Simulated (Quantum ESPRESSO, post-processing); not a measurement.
# H on fcc sites of Ti(0001): a series in the coverage, part 9 of 9

What law, if any, do the results for H on fcc sites of Ti(0001) follow against the coverage?

Quantum ESPRESSO 7.5; plane-wave DFT, PBE, GBRV ultrasoft pseudopotentials.

So far. Step 10 (SCF with pw.x, 0.75 ML): Inside the slab this potential holds the local part of the pseudopotentials, which can be repulsive at the nuclei; only its value in the vacuum has a meaning of its own. Step 11 (Relaxation with pw.x, 1 ML): The relaxation lowers the energy by 15 meV an atom. On the free atoms the largest force ends at 0.034 eV/Å.

## 12. Self-consistent run, 1 ML

Contents of m8.esm.in:

```
&control
  prefix = 'm8.esm'
  outdir = './out'
  pseudo_dir = './pseudo'
  calculation = 'scf'
  tprnfor = .true.
/
&system
  ibrav = 0
  nat = 4
  ntyp = 2
  ecutwfc = 40
  ecutrho = 200
  occupations = 'smearing'
  smearing = 'mv'
  degauss = 0.02
  assume_isolated = 'esm'
  esm_bc = 'bc1'
/
&electrons
  conv_thr = 1e-07
  mixing_beta = 0.25
  electron_maxstep = 160
  mixing_mode = 'local-TF'
  mixing_ndim = 12
/
ATOMIC_SPECIES
  Ti  47.8670  ti_pbe_v1.4.uspp.F.UPF
  H   1.0080  h_pbe_v1.4.uspp.F.UPF
CELL_PARAMETERS angstrom
  2.93930890900000 0.00000000000000 0.00000000000000
  1.46965445450000 2.54551618476392 0.00000000000000
  0.00000000000000 0.00000000000000 19.38329014445180
ATOMIC_POSITIONS crystal
  Ti  0.666666666700 0.666666666700 -0.144145641950
  Ti  0.333333333400 0.333333333400 -0.024329052650
  Ti  0.666666666700 0.666666666700 0.091654672950
  H   0.000000000000 0.000000000000 0.144145641950
K_POINTS automatic
  9 9 1 0 0 0
```

The run is started by

```bash
> OMP_NUM_THREADS=1 mpirun -n 16 pw.x -nk 4 -in m8.esm.in > m8.esm.out
```

Log:

```text
[banner, memory and clock lines left out]
Program PWSCF v.7.5 starts
[...]
Message from routine setup:
[...]
number of electrons       =        37.00
     number of Kohn-Sham states=           23
     kinetic-energy cutoff     =      40.0000  Ry
     charge density cutoff     =     200.0000  Ry
[...]
number of k points=    12  Marzari-Vanderbilt smearing, width (Ry)=  0.0200
[...]
Dense  grid:    46797 G-vectors     FFT dimensions: (  25,  25, 180)
[...]
negative rho (up, down):  5.224E-03 0.000E+00
     Starting wfcs are   31 randomized atomic wfcs
[...]
negative rho (up, down):  5.773E-03 0.000E+00
[...]
estimated scf accuracy    <      13.04548944 Ry
[...]
negative rho (up, down):  1.354E-02 0.000E+00
[...]
estimated scf accuracy    <       7.20260997 Ry
[...]
negative rho (up, down):  1.812E-02 0.000E+00
[...]
estimated scf accuracy    <       1.97328462 Ry
[...]
negative rho (up, down):  1.499E-02 0.000E+00
[...]
estimated scf accuracy    <      10.65354459 Ry
[...]
negative rho (up, down):  1.358E-02 0.000E+00
[...]
estimated scf accuracy    <       6.76368819 Ry
[...]
negative rho (up, down):  1.452E-02 0.000E+00
[...]
estimated scf accuracy    <       1.90290344 Ry
[...]
negative rho (up, down):  1.951E-02 0.000E+00
[...]
estimated scf accuracy    <       2.71131743 Ry
[...]
negative rho (up, down):  2.030E-02 0.000E+00
[...]
estimated scf accuracy    <       6.00022086 Ry
[...]
negative rho (up, down):  1.881E-02 0.000E+00
[...]
estimated scf accuracy    <       0.13357032 Ry
[...]
negative rho (up, down):  1.796E-02 0.000E+00
[...]
estimated scf accuracy    <       2.80368903 Ry
[...]
negative rho (up, down):  1.314E-02 0.000E+00
[...]
estimated scf accuracy    <       2.24982192 Ry
[...]
negative rho (up, down):  1.238E-02 0.000E+00
[...]
estimated scf accuracy    <       0.38531793 Ry
[...]
negative rho (up, down):  9.556E-03 0.000E+00
[...]
estimated scf accuracy    <       0.29343355 Ry
[...]
negative rho (up, down):  9.365E-03 0.000E+00
[...]
estimated scf accuracy    <       0.42633014 Ry
[...]
negative rho (up, down):  9.098E-03 0.000E+00
[...]
estimated scf accuracy    <       0.52833443 Ry
[...]
negative rho (up, down):  8.918E-03 0.000E+00
[...]
estimated scf accuracy    <       0.53475229 Ry
[...]
negative rho (up, down):  6.581E-03 0.000E+00
[...]
estimated scf accuracy    <       0.48421857 Ry
[...]
negative rho (up, down):  4.454E-03 0.000E+00
[...]
estimated scf accuracy    <       0.41645968 Ry
[...]
negative rho (up, down):  2.326E-03 0.000E+00
[...]
estimated scf accuracy    <       0.35050710 Ry
[...]
negative rho (up, down):  2.113E-03 0.000E+00
[...]
estimated scf accuracy    <       0.41838440 Ry
[...]
negative rho (up, down):  2.295E-03 0.000E+00
[...]
estimated scf accuracy    <       0.35644883 Ry
[...]
negative rho (up, down):  2.603E-03 0.000E+00
[...]
estimated scf accuracy    <       0.14317269 Ry
[...]
negative rho (up, down):  3.707E-03 0.000E+00
[...]
estimated scf accuracy    <       0.03953589 Ry
[...]
negative rho (up, down):  3.201E-03 0.000E+00
[...]
estimated scf accuracy    <       0.02454556 Ry
[...]
negative rho (up, down):  3.205E-03 0.000E+00
[...]
estimated scf accuracy    <       0.00753907 Ry
[...]
negative rho (up, down):  2.631E-03 0.000E+00
[...]
estimated scf accuracy    <       0.00476482 Ry
[...]
negative rho (up, down):  2.611E-03 0.000E+00
[...]
estimated scf accuracy    <       0.00099067 Ry
[...]
negative rho (up, down):  2.842E-03 0.000E+00
[...]
estimated scf accuracy    <       0.00074414 Ry
[...]
negative rho (up, down):  3.237E-03 0.000E+00
[...]
estimated scf accuracy    <       0.00071370 Ry
[...]
negative rho (up, down):  3.332E-03 0.000E+00
[...]
estimated scf accuracy    <       0.00010763 Ry
[...]
negative rho (up, down):  3.314E-03 0.000E+00
[...]
estimated scf accuracy    <       0.00007264 Ry
[...]
negative rho (up, down):  3.096E-03 0.000E+00
[...]
estimated scf accuracy    <       0.00003384 Ry
[...]
negative rho (up, down):  3.070E-03 0.000E+00
[...]
estimated scf accuracy    <       0.00008643 Ry
[...]
negative rho (up, down):  2.940E-03 0.000E+00
[...]
estimated scf accuracy    <       0.00005960 Ry
[...]
negative rho (up, down):  2.928E-03 0.000E+00
[...]
estimated scf accuracy    <       0.00001432 Ry
[...]
negative rho (up, down):  2.895E-03 0.000E+00
[...]
estimated scf accuracy    <       0.00000770 Ry
[...]
negative rho (up, down):  2.857E-03 0.000E+00
[...]
estimated scf accuracy    <       0.00000165 Ry
[...]
negative rho (up, down):  2.860E-03 0.000E+00
[...]
estimated scf accuracy    <       0.00000075 Ry
[...]
negative rho (up, down):  2.873E-03 0.000E+00
[...]
estimated scf accuracy    <       0.00000063 Ry
[...]
negative rho (up, down):  2.848E-03 0.000E+00
[...]
estimated scf accuracy    <       0.00000073 Ry
[...]
negative rho (up, down):  2.850E-03 0.000E+00
[...]
estimated scf accuracy    <       0.00000163 Ry
[...]
negative rho (up, down):  2.850E-03 0.000E+00
[...]
estimated scf accuracy    <       0.00000168 Ry
[...]
negative rho (up, down):  2.857E-03 0.000E+00
[...]
estimated scf accuracy    <       0.00000137 Ry
[...]
negative rho (up, down):  2.806E-03 0.000E+00
[...]
the Fermi energy is    -4.4521 ev
!    total energy              =    -358.86162231 Ry
     estimated scf accuracy    <       0.00000007 Ry
     smearing contrib. (-TS)   =      -0.00009378 Ry
     internal energy E=F+TS    =    -358.86152854 Ry
[...]
one-electron contribution =    2626.14540995 Ry
     hartree contribution      =   -1324.64605907 Ry
     xc contribution           =     -54.71150872 Ry
     ewald contribution        =   -1605.64937070 Ry
     convergence has been achieved in  44 iterations
     negative rho (up, down):  2.806E-03 0.000E+00
[...]
Total force =     0.017136     Total SCF correction =     0.000434
[...]
```

Run time: 10 s. Hardware: 16 MPI ranks of Arm Neoverse V2, shared host; peak memory 0.93 GiB.

Read from the output:

```
Fermi energy                                                   : -4.452 eV
vacuum line at the lower end of the cell, over the Fermi level : 4.406 eV
vacuum line at the upper end of the cell, over the Fermi level : 4.498 eV
```

Inside the slab this potential holds the local part of the pseudopotentials, which can be repulsive at the nuclei; only its value in the vacuum has a meaning of its own.

## 13. The series side by side

The series in one table:

```
the coverage  adsorption energy an atom, from the free molecule (eV)  work function of the upper face (eV)  work function of the lower face (eV)
        0 ML                                                       -                                 4.423                                 4.423
   0.1111 ML                                                       -                                 4.412                                 4.404
   0.1667 ML                                                       -                                 4.391                                   4.4
     0.25 ML                                                       -                                 4.323                                 4.401
   0.3333 ML                                                       -                                 4.365                                 4.407
      0.5 ML                                                  -1.063                                 4.297                                 4.408
   0.6667 ML                                                  -1.086                                 4.268                                 4.416
     0.75 ML                                                  -1.088                                 4.342                                 4.414
        1 ML                                                  -1.112                                 4.498                                 4.406
```

## 14. By hand

At 1 ML: E_ads = [-4882.5611 − 1 × (-4865.5971)]/1 − (-31.7044)/2 = -1.112 eV. Cells and meshes differ along the series, and any error of the slab's energy is multiplied by the number of slab cells an adsorbate, so no value is given under half a monolayer.

## 15. Results

| Item | Value |
| --- | --- |
| adsorption energy an atom, from the free molecule, at 0.5 ML and at 1 ML | -1.06, -1.11 eV |
| work function of the upper face, at 0 ML and at 1 ML | 4.42, 4.50 eV |

The series holds 9 members (PBE, GBRV ultrasoft). From 0.5 ML to 1 ML the adsorption energy an atom, from the free molecule falls from -1.06 to -1.11 eV. From 0 ML to 1 ML the work function of the upper face goes from 4.42 to 4.50 eV by way of 4.27 at 0.6667 ML. The untouched lower face should keep its work function but moves by 0.02 eV, since the slab is thin and cells, meshes or relaxed layers differ between members; changes of the upper face are uncertain by about as much. Thin slabs, one site and one ordered pattern a coverage; no reconstruction or subsurface sites; meshes differ a little between cells.

[Logs are printed without paths, hosts, clocks, repeated set-up lines and the standing remarks that a program may print on its own settings, such as how far it seeks lower states.]

[Hosts, paths, dates, database ids (printed as entryN), source tags and the programs' standing remarks are cut or masked in the printed files.]

[Maps of the electrostatic potential energy from Ansatz leave out the sawtooth potential of an applied field or a dipole correction, so their vacuum need not be flat; planar profiles and work functions include it.]
